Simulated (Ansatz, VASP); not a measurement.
# Ir: VASP beside Ansatz

The input INCAR:

```
ALGO = Fast ; EDIFF = 1E-6
ENCUT = 520 ; GGA = PE
ISIF = 2 ; ISMEAR = 0
LASPH = T ; LCHARG = T
LELF = T ; LREAL = F
LVHAR = T ; LWAVE = F
NBANDS = 10 ; NELM = 100
PREC = Accurate ; SIGMA = 0.1
```

File KPOINTS:

```
k-points
0
Gamma
  8 8 8
```

File POSCAR:

```
Ir
1.0
    0.0000000000      1.9445197586      1.9445197586
    1.9445197586      0.0000000000      1.9445197586
    1.9445197586      1.9445197586      0.0000000000
Ir
1
Direct
    0.0000000000      0.0000000000      0.0000000000
```

Input for Ansatz:

```yaml
crystal:
  lattice:
    - [0.0, 1.9445197586, 1.9445197586]
    - [1.9445197586, 0.0, 1.9445197586]
    - [1.9445197586, 1.9445197586, 0.0]
  atoms:
    - { symbol: Ir, position: [0.0, 0.0, 0.0] }
basis:
  ecutwfc: 420
kpoints:
  mp_grid: { grid: [8, 8, 8] }
hamiltonian:
  xc: pbe
scf:
  occupations: { method: gaussian, width: 0.1 }
output:
  forces: true
  stress: true
  eigenvalues: true
```

Alike in both runs: task single point; functional PBE; k mesh 8 × 8 × 8; occupations gaussian, width 0.1 eV; no spin polarisation.

|  | VASP | Ansatz |
| --- | --- | --- |
| version | VASP 6.6.1 | Ansatz 0.2.0 |
| potentials or method | VASP PAW PBE potentials, release 64 (Ir) | scalar-relativistic, plane waves, PAW |
| plane-wave cutoff (eV) | 520 | 420 |
| valence electrons in the cell | 9 | 17 |

|  | VASP | Ansatz | Ansatz less VASP |
| --- | --- | --- | --- |
| gap on the k mesh at the Fermi level (eV) | none | none | - |
| pressure (GPa) | -3.1 | -3.5 | -0.35 |

A gap of «none» marks a metal or a gap that the smearing closes. The two sets of potentials don't hold the same shells in valence.

Spin-orbit coupling is left out, which matters for the levels of Ir.
